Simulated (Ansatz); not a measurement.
**C: from a guess to a relaxed structure, part 1 of 2**

Aim: relax a trial structure of C and see where it ends.

Computed with Ansatz 0.2.0 (DFT PBE, scalar-relativistic, plane waves, PAW, unless a step's input says otherwise).

## 1. Starting point

The structure is orthorhombic, space group Cmcm (No. 63). The conventional cell has a = 3.597 Å, b = 7.765 Å, c = 2.507 Å, α = 90.00°, β = 90.00°, γ = 90.00°. C (site symmetry m) has 4 C at 1.49 to 1.54 Å as nearest neighbours. C (site symmetry m2m) has 4 C at 1.51 to 1.53 Å as nearest neighbours.

Coordinates:

```xyz
6
Lattice="1.7985 -3.8827 0.0000 1.7985 3.8827 0.0000 0.0000 0.0000 2.5073" Properties=species:S:1:pos:R:3 pbc="T T T"
C     0.7429    1.5232    0.6268
C     0.7429   -1.5232    1.8805
C     2.8541    1.5232    0.6268
C     2.8541   -1.5232    1.8805
C     1.7985    0.4419    0.6268
C     1.7985   -0.4419    1.8805
```

Recipe of the guess: 4-connected net of one element (Cmcm, No. 63). The dimensions are guesses.

## 2. Probe: one point on a coarse mesh

File input.yaml:

```yaml
crystal:
  lattice:
    - [1.79848398, -3.88267575, 0.0]
    - [1.79848398, 3.88267575, 0.0]
    - [0.0, 0.0, 2.50726948]
  atoms:
    - { symbol: C, position: [0.01037423, 0.40268801, 0.25] }
    - { symbol: C, position: [0.40268801, 0.01037423, 0.75] }
    - { symbol: C, position: [0.59731199, 0.98962577, 0.25] }
    - { symbol: C, position: [0.98962577, 0.59731199, 0.75] }
    - { symbol: C, position: [0.44309388, 0.55690612, 0.25] }
    - { symbol: C, position: [0.55690612, 0.44309388, 0.75] }
basis:
  ecutwfc: 420
kpoints:
  mp_grid: { grid: [6, 6, 6] }
hamiltonian:
  xc: pbe
scf:
  occupations: { method: gaussian, width: 0.1 }
  lower_state_search: "off"
output:
  forces: true
  stress: true
  eigenvalues: true
```

Command:

```console
ansatz run input.yaml --threads 1 --pin off --max-ram 2560MiB --backend cpu --events-out ev --progress --plain --runs-dir out
```

Log (excerpt; [...] marks lines left out):

```text
[...]
SCF converged after 6 iterations
Free energy (F): -1503.104366 eV
[...]
E sigma→0 (E₀):  -1503.104366 eV
Fermi energy:    13.877594 eV
[...]
--- Forces (eV/Å), atoms counted from 1 ---
  atom   1  C     -0.84721201    -0.43343220     0.00000000
  atom   2  C     -0.84721201     0.43343220     0.00000000
  atom   3  C      0.84721201    -0.43343220     0.00000000
  atom   4  C      0.84721201     0.43343220     0.00000000
  atom   5  C      0.00000000    -1.13892063     0.00000000
  atom   6  C      0.00000000     1.13892063     0.00000000
[...]
--- Stress (GPa, compression-positive) ---
       69.222598       0.000000       0.000000
        0.000000      10.753319       0.000000
        0.000000       0.000000       3.989551
  P = ⅓ Tr σ = 27.9885 GPa (279.885 kbar)
--- Band table (eV; the first three rows and the last of 52) ---
  k-point 0: bands = ["-9.3908", "-1.9189", "-1.8576", "0.6787", "0.7596", "3.5904", "5.9057", "7.4970", "10.3113", "11.0827", "12.2602", "12.2666", "15.9630", "17.9814", "19.9521", "20.3429", "20.9042"]
[...]
```

Wall time 5.5 s (1 thread of Intel Xeon at 2.50GHz (Skylake/Cascade Lake), shared host); peak memory 0.32 GiB.

Read-out: pressure 28.0 GPa, largest force 1.14 eV/Å, gap on this mesh 3.22 eV. A guess like this is first relaxed loosely on the coarse mesh.

## 3. Coarse relaxation

input.yaml, as its differences from that of step 2:

```diff
@@ -25 +25,6 @@
   eigenvalues: true
+relax:
+  adjacent_minimum: "off"
+  f_tol: 0.04
+  max_steps: 70
+  cell: { stress_tol: 0.4 }
```

Command:

```console
ansatz run input.yaml --threads 1 --pin off --max-ram 2560MiB --backend cpu --events-out ev --progress --plain --runs-dir out
```

Log:

```text
Warning: RAYON_NUM_THREADS=1 ignored (pool sized by the plan → 1); use --threads N
Engine: ansatz 0.2.0, x86_64-unknown-linux-gnu
Pseudopotentials: kind: paw
Pseudopotential: C, paw, valence charge 4, recommended cutoff 420 eV (normal), C.paw.azcp
Functional definition: PBE
  parameter kappa = 0.804
  parameter beta = 0.06672455060314922
  exchange = pbe_x(kappa = kappa, mu = beta*pi^2/3)
  correlation = pbe_c(beta = beta)
Crystal: 6 atoms, lattice volume = 35.016 Å³
Basis set: ecut = 420 eV, 675 PW (Γ), exchange–correlation on 60×60×36 points (8 copies of the dense FFT grid, shifted against one another)
Bands: 18, of which v1, the nominal top of the filled ones, is band 12 counted from 1 (11 counted from 0)
Symmetry: 8 space group operations
Space group: Cmcm (ITA 63), of the structure as read, at distance tolerance 3.3e-5 Å
k-points: 52 of 216
Non-local potential: C, projectors of the file, l = 0: 2, l = 1: 2, l = 2: 1
PAW form: soft (Blöchl's): semilocal exchange-correlation on the pseudo side does not see the compensation charge
PAW one-centre angular grid: C, 110 points (default); XC on 64 Gauss nodes
Initial density: superposition of atomic densities (neutral atoms: chi_scale 0, normalization atom), corrected by the library's trained network
Initial wavefunctions: pseudopotential atomic-orbital guess
Functional: x = pbe(κ = 0.804, μ = 0.2195149727645171), c = pbe(β = 0.06672455060314922)
SCF iter   1: F=—  HF=-1503.127946 eV  |F-HF|=—  |Δ(HF+E_count)|=         —  Δρ=1.51e-2  dr2=6.37e-2  ethr=1.77e-3  ⟨swp⟩=5.7  Hψ=4952  notcnv=0
preconditioner: auto → none  [insulator: Δε(μ)=3.256 eV  Ē_g=17.088 eV  σ=0.100 eV  W_gap=1.00  n_scr=8 (ndim 8)  ℏωp=30.7 eV  f_vac=0.000  D(μ)=0.00/eV (n_scr^D=0)  ε∞_Penn≈4.2]
SCF iter   2: F=—  HF=-1503.106953 eV  |F-HF|=—  |Δ(HF+E_count)|=   2.10e-2  Δρ=6.88e-3  dr2=1.00e-2  ethr=2.65e-4  ⟨swp⟩=2.7  Hψ=1979  notcnv=0  defer=77
SCF iter   3: F=—  HF=-1503.104612 eV  |F-HF|=—  |Δ(HF+E_count)|=   2.34e-3  Δρ=2.60e-3  dr2=1.48e-3  ethr=4.18e-5  ⟨swp⟩=2.2  Hψ=1336  notcnv=0  defer=77
SCF iter   4: F=—  HF=-1503.104363 eV  |F-HF|=—  |Δ(HF+E_count)|=   2.49e-4  Δρ=4.42e-4  dr2=2.59e-5  ethr=6.15e-6  ⟨swp⟩=2.1  Hψ=1342  notcnv=0  defer=77
SCF iter   5: F=—  HF=-1503.104367 eV  |F-HF|=—  |Δ(HF+E_count)|=   3.99e-6  Δρ=4.55e-5  dr2=8.25e-7  ethr=1.08e-7  ⟨swp⟩=2.2  Hψ=1459  notcnv=0  defer=77
SCF iter   6: F=-1503.104366 eV  HF=-1503.104366 eV  |F-HF|=2.32e-8  |Δ(HF+E_count)|=   1.62e-7  Δρ=1.37e-5  dr2=2.90e-8  ethr=4.17e-10  ⟨swp⟩=10.1  Hψ=4942  notcnv=0
SCF 1 converged in 6 iterations: F = -1503.104366 eV  dr2 = 2.90e-8
relax step   1: F+E_penalty+E_count = -1503.10436645 eV  Δ(F+E_penalty+E_count) = +0.000e0 eV  max|allowed force component| = 1.139e0 eV/Å  Δτ_max = 0.0000 Å  P = +27.988 GPa  Ω = 35.016 Å³  (6 SCF iters, dr2 threshold 1.00e-7 eV, accepted)
Crystal: 6 atoms, lattice volume = 35.985 Å³
Basis set: ecut = 420 eV, 691 PW (Γ), exchange–correlation on 60×60×36 points (8 copies of the dense FFT grid, shifted against one another)
Initial density: handed on by an earlier stage of this run
Initial wavefunctions: those handed on with the density
iter 1 solved again at ethr=1.81e-4 eV; its pass at ethr=3.10e-3 eV (dr2=4.36e-2 eV) is discarded
SCF iter   1: F=—  HF=-1503.457595 eV  |F-HF|=—  |Δ(HF+E_count)|=         —  Δρ=1.28e-2  dr2=4.28e-2  ethr=1.81e-4  ⟨swp⟩=1.2  Hψ=7109  notcnv=0
preconditioner: auto → none  [insulator: Δε(μ)=3.457 eV  Ē_g=16.712 eV  σ=0.100 eV  W_gap=1.00  n_scr=8 (ndim 8)  ℏωp=30.3 eV  f_vac=0.007  D(μ)=0.00/eV (n_scr^D=0)  ε∞_Penn≈4.3]
SCF iter   2: F=—  HF=-1503.446394 eV  |F-HF|=—  |Δ(HF+E_count)|=   1.12e-2  Δρ=5.23e-3  dr2=5.65e-3  ethr=1.78e-4  ⟨swp⟩=2.3  Hψ=1638  notcnv=0
SCF iter   3: F=—  HF=-1503.445719 eV  |F-HF|=—  |Δ(HF+E_count)|=   6.75e-4  Δρ=1.94e-3  dr2=1.18e-3  ethr=2.35e-5  ⟨swp⟩=2.3  Hψ=1458  notcnv=0  defer=1
SCF iter   4: F=—  HF=-1503.445498 eV  |F-HF|=—  |Δ(HF+E_count)|=   2.21e-4  Δρ=4.73e-4  dr2=2.12e-5  ethr=4.93e-6  ⟨swp⟩=2.2  Hψ=1405  notcnv=0  defer=1
SCF iter   5: F=—  HF=-1503.445519 eV  |F-HF|=—  |Δ(HF+E_count)|=   2.04e-5  Δρ=9.17e-5  dr2=8.38e-7  ethr=8.83e-8  ⟨swp⟩=2.4  Hψ=1534  notcnv=0  defer=1
SCF iter   6: F=-1503.445520 eV  HF=-1503.445520 eV  |F-HF|=1.11e-8  |Δ(HF+E_count)|=   9.27e-7  Δρ=8.74e-6  dr2=1.27e-8  ethr=2.50e-9  ⟨swp⟩=6.4  Hψ=4480  notcnv=0
SCF 2 converged in 6 iterations: F = -1503.445520 eV  dr2 = 1.27e-8
relax step   2: F+E_penalty+E_count = -1503.44551978 eV  Δ(F+E_penalty+E_count) = -3.412e-1 eV  max|allowed force component| = 1.061e0 eV/Å  Δτ_max = 0.0181 Å  P = +10.849 GPa  Ω = 35.985 Å³  energy of the carried Pulay correction = -5.304e-3 eV  (6 SCF iters, dr2 threshold 6.00e-7 eV, accepted)
Crystal: 6 atoms, lattice volume = 36.625 Å³
Basis set: ecut = 420 eV, 707 PW (Γ), exchange–correlation on 60×60×36 points (8 copies of the dense FFT grid, shifted against one another)
iter 1 solved again at ethr=3.34e-5 eV; its pass at ethr=3.10e-3 eV (dr2=8.02e-3 eV) is discarded
SCF iter   1: F=—  HF=-1503.487694 eV  |F-HF|=—  |Δ(HF+E_count)|=         —  Δρ=4.56e-3  dr2=7.15e-3  ethr=3.34e-5  ⟨swp⟩=1.4  Hψ=5894  notcnv=0
preconditioner: auto → none  [insulator: Δε(μ)=3.383 eV  Ē_g=16.526 eV  σ=0.100 eV  W_gap=1.00  n_scr=8 (ndim 8)  ℏωp=30.1 eV  f_vac=0.004  D(μ)=0.00/eV (n_scr^D=0)  ε∞_Penn≈4.3]
SCF iter   2: F=—  HF=-1503.485423 eV  |F-HF|=—  |Δ(HF+E_count)|=   2.27e-3  Δρ=1.59e-3  dr2=7.72e-4  ethr=2.98e-5  ⟨swp⟩=2.1  Hψ=1515  notcnv=0
SCF iter   3: F=—  HF=-1503.485265 eV  |F-HF|=—  |Δ(HF+E_count)|=   1.58e-4  Δρ=3.46e-4  dr2=4.73e-5  ethr=3.22e-6  ⟨swp⟩=2.7  Hψ=1606  notcnv=0
SCF iter   4: F=—  HF=-1503.485255 eV  |F-HF|=—  |Δ(HF+E_count)|=   9.72e-6  Δρ=1.19e-4  dr2=4.22e-6  ethr=1.97e-7  ⟨swp⟩=2.1  Hψ=1377  notcnv=0
SCF iter   5: F=-1503.485256 eV  HF=-1503.485256 eV  |F-HF|=2.85e-7  |Δ(HF+E_count)|=   5.44e-7  Δρ=4.33e-5  dr2=2.38e-7  ethr=2.50e-9  ⟨swp⟩=7.0  Hψ=4657  notcnv=0
SCF 3 converged in 5 iterations: F = -1503.485256 eV  dr2 = 2.38e-7
relax step   3: F+E_penalty+E_count = -1503.48525596 eV  Δ(F+E_penalty+E_count) = -3.974e-2 eV  max|allowed force component| = 4.355e-1 eV/Å  Δτ_max = 0.0080 Å  P = +3.318 GPa  Ω = 36.625 Å³  energy of the carried Pulay correction = -8.730e-3 eV  (5 SCF iters, dr2 threshold 6.00e-7 eV, accepted)
Crystal: 6 atoms, lattice volume = 36.926 Å³
Basis set: ecut = 420 eV, 723 PW (Γ), exchange–correlation on 60×60×36 points (8 copies of the dense FFT grid, shifted against one another)
iter 1 solved again at ethr=1.02e-5 eV; its pass at ethr=3.10e-3 eV (dr2=2.44e-3 eV) is discarded
SCF iter   1: F=—  HF=-1503.491851 eV  |F-HF|=—  |Δ(HF+E_count)|=         —  Δρ=2.96e-3  dr2=2.31e-3  ethr=1.02e-5  ⟨swp⟩=2.2  Hψ=6083  notcnv=0
preconditioner: auto → none  [insulator: Δε(μ)=3.357 eV  Ē_g=16.444 eV  σ=0.100 eV  W_gap=1.00  n_scr=8 (ndim 8)  ℏωp=29.9 eV  f_vac=0.004  D(μ)=0.00/eV (n_scr^D=0)  ε∞_Penn≈4.3]
SCF iter   2: F=—  HF=-1503.491132 eV  |F-HF|=—  |Δ(HF+E_count)|=   7.20e-4  Δρ=1.14e-3  dr2=2.81e-4  ethr=9.61e-6  ⟨swp⟩=2.0  Hψ=1520  notcnv=0
SCF iter   3: F=—  HF=-1503.491065 eV  |F-HF|=—  |Δ(HF+E_count)|=   6.66e-5  Δρ=1.48e-4  dr2=3.03e-6  ethr=1.17e-6  ⟨swp⟩=2.7  Hψ=1640  notcnv=0
SCF iter   4: F=-1503.491067 eV  HF=-1503.491067 eV  |F-HF|=9.32e-8  |Δ(HF+E_count)|=   1.58e-6  Δρ=3.80e-5  dr2=3.58e-7  ethr=2.50e-9  ⟨swp⟩=7.2  Hψ=4705  notcnv=0
the search or the solves at the SCF's close seem to have found levels that the self-consistency loop had missed (the run counts 1). By its estimate they hold under 1e-12 electrons; where the run keeps them, the occupations were computed again with them
SCF 4 converged in 4 iterations: F = -1503.491067 eV  dr2 = 3.58e-7
relax step   4: F+E_penalty+E_count = -1503.49106653 eV  Δ(F+E_penalty+E_count) = -5.811e-3 eV  max|allowed force component| = 1.113e-1 eV/Å  Δτ_max = 0.0070 Å  P = +0.351 GPa  Ω = 36.926 Å³  energy of the carried Pulay correction = -1.032e-2 eV  (4 SCF iters, dr2 threshold 6.00e-7 eV, accepted)
Crystal: 6 atoms, lattice volume = 36.947 Å³
iter 1 solved again at ethr=3.28e-7 eV; its pass at ethr=3.10e-3 eV (dr2=7.88e-5 eV) is discarded
SCF iter   1: F=—  HF=-1503.491366 eV  |F-HF|=—  |Δ(HF+E_count)|=         —  Δρ=5.73e-4  dr2=7.74e-5  ethr=3.28e-7  ⟨swp⟩=2.1  Hψ=5807  notcnv=0
preconditioner: auto → none  [insulator: Δε(μ)=3.397 eV  Ē_g=16.437 eV  σ=0.100 eV  W_gap=1.00  n_scr=8 (ndim 8)  ℏωp=29.9 eV  f_vac=0.003  D(μ)=0.00/eV (n_scr^D=0)  ε∞_Penn≈4.3]
SCF iter   2: F=—  HF=-1503.491333 eV  |F-HF|=—  |Δ(HF+E_count)|=   3.30e-5  Δρ=2.15e-4  dr2=8.61e-6  ethr=3.22e-7  ⟨swp⟩=2.7  Hψ=1523  notcnv=0
SCF iter   3: F=—  HF=-1503.491332 eV  |F-HF|=—  |Δ(HF+E_count)|=   1.18e-6  Δρ=6.76e-5  dr2=1.81e-6  ethr=3.59e-8  ⟨swp⟩=2.3  Hψ=1492  notcnv=0
SCF iter   4: F=-1503.491331 eV  HF=-1503.491331 eV  |F-HF|=2.68e-8  |Δ(HF+E_count)|=   4.16e-7  Δρ=2.31e-5  dr2=6.32e-8  ethr=2.50e-9  ⟨swp⟩=6.3  Hψ=4395  notcnv=0
SCF 5 converged in 4 iterations: F = -1503.491331 eV  dr2 = 6.32e-8
relax step   5: F+E_penalty+E_count = -1503.49133145 eV  Δ(F+E_penalty+E_count) = -2.649e-4 eV  max|allowed force component| = 6.500e-3 eV/Å  Δτ_max = 0.0015 Å  P = -0.012 GPa  Ω = 36.947 Å³  energy of the carried Pulay correction = -1.043e-2 eV  (4 SCF iters, dr2 threshold 6.00e-7 eV, accepted)
Initial wavefunctions: pseudopotential atomic-orbital guess (no wavefunctions were taken with the density)
iter 1 solved again at ethr=3.19e-7 eV; its pass at ethr=3.10e-3 eV (dr2=7.65e-5 eV) is discarded
SCF iter   1: F=—  HF=-1503.506468 eV  |F-HF|=—  |Δ(HF+E_count)|=         —  Δρ=6.14e-4  dr2=1.91e-5  ethr=3.19e-7  ⟨swp⟩=3.0  Hψ=7115  notcnv=0
preconditioner: auto → none  [insulator: Δε(μ)=3.396 eV  Ē_g=16.437 eV  σ=0.100 eV  W_gap=1.00  n_scr=8 (ndim 8)  ℏωp=29.9 eV  f_vac=0.003  D(μ)=0.00/eV (n_scr^D=0)  ε∞_Penn≈4.3]
SCF iter   2: F=—  HF=-1503.506491 eV  |F-HF|=—  |Δ(HF+E_count)|=   2.28e-5  Δρ=3.07e-4  dr2=4.32e-6  ethr=7.96e-8  ⟨swp⟩=2.0  Hψ=1552  notcnv=0
SCF iter   3: F=—  HF=-1503.506503 eV  |F-HF|=—  |Δ(HF+E_count)|=   1.18e-5  Δρ=2.08e-5  dr2=7.03e-8  ethr=1.80e-8  ⟨swp⟩=2.1  Hψ=1532  notcnv=0
SCF iter   4: F=—  HF=-1503.506502 eV  |F-HF|=—  |Δ(HF+E_count)|=   1.09e-6  Δρ=7.47e-6  dr2=2.70e-8  ethr=2.93e-10  ⟨swp⟩=2.0  Hψ=1508  notcnv=0
SCF iter   5: F=-1503.506502 eV  HF=-1503.506502 eV  |F-HF|=1.89e-10  |Δ(HF+E_count)|=   6.42e-9  Δρ=1.69e-6  dr2=6.73e-10  ethr=1.60e-11  ⟨swp⟩=3.3  Hψ=3800  notcnv=0
SCF 6 converged in 5 iterations: F = -1503.506502 eV  dr2 = 6.73e-10
relax step   6: F+E_penalty+E_count = -1503.50650155 eV  Δ(F+E_penalty+E_count) = -1.517e-2 eV  max|allowed force component| = 7.087e-3 eV/Å  Δτ_max = 0.0000 Å  P = +0.618 GPa  Ω = 36.947 Å³  stress off target by 1.02e0 GPa  SCF on the basis re-selected at this cell (its energy is not comparable with the rows above)  (5 SCF iters)
basis re-selected at this cell: Δ(F+E_penalty+E_count) = -1.517e-2 eV, ΔP = +0.630 GPa vs the last step (what re-selecting the basis moved, of the pressure what is left beyond the Pulay correction that the steps carried, after the strain that the cell walked since its last selection, with what the two solves' SCF thresholds leave and, on support functions, any second-order correction that the steps lacked; it is no measure of the basis error at this ecutwfc). This SCF's stress stands 1.02e0 GPa from its target on what of the cell is left free (relax.cell.stress_tol is 4.00e-1 GPa) and its largest allowed force component is 7.09e-3 eV/Å (relax.f_tol is 4.00e-2 eV/Å): not within both, so this SCF does not close the relaxation
Crystal: 6 atoms, lattice volume = 37.005 Å³
iter 1 solved again at ethr=2.42e-7 eV; its pass at ethr=3.10e-3 eV (dr2=5.80e-5 eV) is discarded
SCF iter   1: F=—  HF=-1503.506347 eV  |F-HF|=—  |Δ(HF+E_count)|=         —  Δρ=3.92e-4  dr2=5.30e-5  ethr=2.42e-7  ⟨swp⟩=2.1  Hψ=5728  notcnv=0
preconditioner: auto → none  [insulator: Δε(μ)=3.391 eV  Ē_g=16.419 eV  σ=0.100 eV  W_gap=1.00  n_scr=8 (ndim 8)  ℏωp=29.9 eV  f_vac=0.004  D(μ)=0.00/eV (n_scr^D=0)  ε∞_Penn≈4.3]
SCF iter   2: F=—  HF=-1503.506323 eV  |F-HF|=—  |Δ(HF+E_count)|=   2.45e-5  Δρ=1.40e-4  dr2=6.19e-6  ethr=2.21e-7  ⟨swp⟩=2.0  Hψ=1515  notcnv=0
SCF iter   3: F=-1503.506321 eV  HF=-1503.506321 eV  |F-HF|=9.02e-8  |Δ(HF+E_count)|=   1.47e-6  Δρ=2.03e-5  dr2=1.81e-7  ethr=2.50e-9  ⟨swp⟩=3.3  Hψ=3991  notcnv=0
SCF 7 converged in 3 iterations: F = -1503.506321 eV  dr2 = 1.81e-7
relax step   7: F+E_penalty+E_count = -1503.50632104 eV  Δ(F+E_penalty+E_count) = +1.805e-4 eV  max|allowed force component| = 2.359e-3 eV/Å  Δτ_max = 0.0003 Å  P = +0.014 GPa  Ω = 37.005 Å³  energy of the carried Pulay correction = -3.172e-4 eV  (3 SCF iters, dr2 threshold 6.00e-7 eV, accepted)
iter 1 solved again at ethr=2.89e-7 eV; its pass at ethr=3.10e-3 eV (dr2=6.94e-5 eV) is discarded
SCF iter   1: F=—  HF=-1503.506631 eV  |F-HF|=—  |Δ(HF+E_count)|=         —  Δρ=2.53e-5  dr2=1.93e-7  ethr=2.89e-7  ⟨swp⟩=3.0  Hψ=7186  notcnv=0
preconditioner: auto → none  [insulator: Δε(μ)=3.392 eV  Ē_g=16.419 eV  σ=0.100 eV  W_gap=1.00  n_scr=8 (ndim 8)  ℏωp=29.9 eV  f_vac=0.003  D(μ)=0.00/eV (n_scr^D=0)  ε∞_Penn≈4.3]
SCF iter   2: F=—  HF=-1503.506621 eV  |F-HF|=—  |Δ(HF+E_count)|=   9.69e-6  Δρ=1.22e-5  dr2=3.33e-8  ethr=8.04e-10  ⟨swp⟩=2.1  Hψ=1531  notcnv=0
SCF iter   3: F=—  HF=-1503.506621 eV  |F-HF|=—  |Δ(HF+E_count)|=   2.20e-8  Δρ=6.55e-6  dr2=5.12e-9  ethr=1.39e-10  ⟨swp⟩=2.1  Hψ=1335  notcnv=0
SCF iter   4: F=-1503.506621 eV  HF=-1503.506621 eV  |F-HF|=5.98e-10  |Δ(HF+E_count)|=   1.80e-8  Δρ=1.22e-6  dr2=2.41e-10  ethr=1.60e-11  ⟨swp⟩=5.0  Hψ=3667  notcnv=0
SCF 8 converged in 4 iterations: F = -1503.506621 eV  dr2 = 2.41e-10
relax step   8: F+E_penalty+E_count = -1503.50662139 eV  Δ(F+E_penalty+E_count) = -3.003e-4 eV  max|allowed force component| = 2.154e-3 eV/Å  Δτ_max = 0.0000 Å  P = +0.021 GPa  Ω = 37.005 Å³  stress off target by 4.79e-2 GPa  SCF on the basis re-selected at this cell (its energy is not comparable with the rows above)  (4 SCF iters)
basis re-selected at this cell: Δ(F+E_penalty+E_count) = -3.003e-4 eV, ΔP = +0.007 GPa vs the last step (what re-selecting the basis moved, of the pressure what is left beyond the Pulay correction that the steps carried, after the strain that the cell walked since its last selection, with what the two solves' SCF thresholds leave and, on support functions, any second-order correction that the steps lacked; it is no measure of the basis error at this ecutwfc). This SCF's stress stands 4.79e-2 GPa from its target on what of the cell is left free (relax.cell.stress_tol is 4.00e-1 GPa) and its largest allowed force component is 2.15e-3 eV/Å (relax.f_tol is 4.00e-2 eV/Å): within both
SCF converged after 4 iterations
Free energy (F): -1503.506621 eV
Harris-Foulkes:  -1503.506621 eV  (|F-HF|=5.98e-10)
Internal energy: -1503.506621 eV  (E = F + TS)
E sigma→0 (E₀):  -1503.506621 eV
Fermi energy:    13.192051 eV
--- Per-component energies (eV) ---
  E_band       = 72.206136
  E_kinetic    = 550.315504
  E_local      = -520.378745  (includes V_loc(G=0)·N_el)
  E_nonlocal   = 160.045971
  E_hartree    = 141.652325
  E_xc         = -291.376415
  E_vxc        = -361.613397  (∫ρ·V_xc dr)
  E_paw        = -594.930876  (= ΣΔE_a)
  E_vpaw       = -39.468120  (= ΣTr[D̂ρ^β])
  E_aug_tail   = 0.000053  (compensation charges beyond the density's cutoff)
  E_ewald      = -948.834437
  E_smearing   = -0.000000  (= −TS)
  E_closure    = 0.000000  (closes the sum)
  Σ components = -1503.506621   (vs F -1503.506621, Δ=0.00e0)
--- Forces (eV/Å), atoms counted from 1 ---
  atom   1  C     -0.00078165    -0.00060869    -0.00000000
  atom   2  C     -0.00078165     0.00060869    -0.00000000
  atom   3  C      0.00078165    -0.00060869     0.00000000
  atom   4  C      0.00078165     0.00060869     0.00000000
  atom   5  C      0.00000000    -0.00215363     0.00000000
  atom   6  C     -0.00000000     0.00215363    -0.00000000
  max |Σ_I F_I| component: 0.00e0 eV/Å
--- Stress (GPa, compression-positive) ---
        0.047900      -0.000000       0.000000
       -0.000000      -0.000813      -0.000000
        0.000000      -0.000000       0.014771
  P = ⅓ Tr σ = 0.0206 GPa (0.206 kbar)
--- Band table (eV; the first three rows and the last of 52) ---
  k-point 0: bands = ["-9.5158", "-2.5882", "-1.9099", "-0.5279", "0.3238", "2.6658", "5.6804", "6.9771", "9.8430", "10.1704", "11.2988", "11.4959", "15.5495", "17.6032", "18.7673", "18.7811", "19.7202", "20.5281"]
  k-point 1: bands = ["-9.0002", "-2.1334", "-1.5448", "-0.1005", "0.5740", "3.1127", "3.5930", "6.8078", "8.1073", "8.7846", "9.5657", "10.9143", "16.1405", "17.9507", "19.2395", "20.4209", "20.7882", "21.6617"]
  k-point 2: bands = ["-7.4695", "-2.0544", "-0.7893", "0.6563", "1.1648", "2.7698", "4.1973", "4.7754", "5.4105", "6.7285", "6.7347", "9.2093", "15.3207", "18.9242", "20.4677", "21.7221", "23.3233", "23.3342"]
  k-point 51: bands = ["-4.2373", "-4.2373", "-1.5305", "-1.5305", "2.7349", "2.7349", "3.7036", "3.7036", "7.0907", "7.0907", "8.1684", "8.1684", "18.0110", "18.0110", "18.8734", "18.8734", "19.3742", "19.3742"]
--- Relaxed structure (6 steps of the walk, 6 accepted, 2 SCFs on fresh bases) ---
  F+E_penalty+E_count = -1503.50662139 eV   max|allowed force component| = 2.154e-3 eV/Å   (the final SCF, on the basis selected at the relaxed cell)
  cell:  # Å, volume = 37.0046 Å³
    - [1.8898271959161637, -3.894509936154809, 0.0]
    - [1.8898271959161637, 3.894509936154809, 0.0]
    - [0.0, 0.0, 2.5139189511465854]
  atoms:
    - { symbol: C, position: [0.009369257066217329, 0.3996486592781728, 0.25] }
    - { symbol: C, position: [0.3996486592781728, 0.009369257066217329, 0.7499999999999999] }
    - { symbol: C, position: [0.6003513407218273, 0.9906307429337826, 0.25] }
    - { symbol: C, position: [0.9906307429337826, 0.6003513407218273, 0.7499999999999999] }
    - { symbol: C, position: [0.4444725350405941, 0.5555274649594057, 0.25] }
    - { symbol: C, position: [0.5555274649594057, 0.4444725350405941, 0.7499999999999999] }
```

Wall time 54 s (1 thread of Intel Xeon at 2.50GHz (Skylake/Cascade Lake), shared host); peak memory 0.34 GiB.

The steps of the relaxation:

```
step  energy from step 1 (eV/cell)  largest force component (eV/Å)  pressure (GPa)  volume (Å³)
   1                        0.0000                          1.1389           27.99        35.02
   2                       -0.3412                          1.0606           10.85        35.98
   3                       -0.3809                          0.4355            3.32        36.62
   4                       -0.3867                          0.1113            0.35        36.93
   5                       -0.3870                          0.0065           -0.01        36.95
   6                       -0.4021                          0.0071            0.62        36.95
   7                       -0.4020                          0.0024            0.01        37.00
   8                       -0.4023                          0.0022            0.02        37.00
```

Step 1 is the start. Steps 6, 8 each repeat the geometry before them on a plane-wave basis chosen anew, so the energy can jump there without any move.

Lengths and angles in the start's conventional setting:

|  | before | after | change |
| --- | --- | --- | --- |
| a (Å) | 3.597 | 3.780 | +5.1 % |
| b (Å) | 7.765 | 7.789 | +0.3 % |
| c (Å) | 2.507 | 2.514 | +0.3 % |
| volume (Å³/atom) | 5.84 | 6.17 | +5.7 % |
| shortest distance (Å) | 1.486 | 1.526 | +2.7 % |
| space group (0.01 Å) | Cmcm | Cmcm | same |

The run keeps the 8 symmetry operations of the start, so it could not have lowered the symmetry.

(Continued in part 2 of 2.)
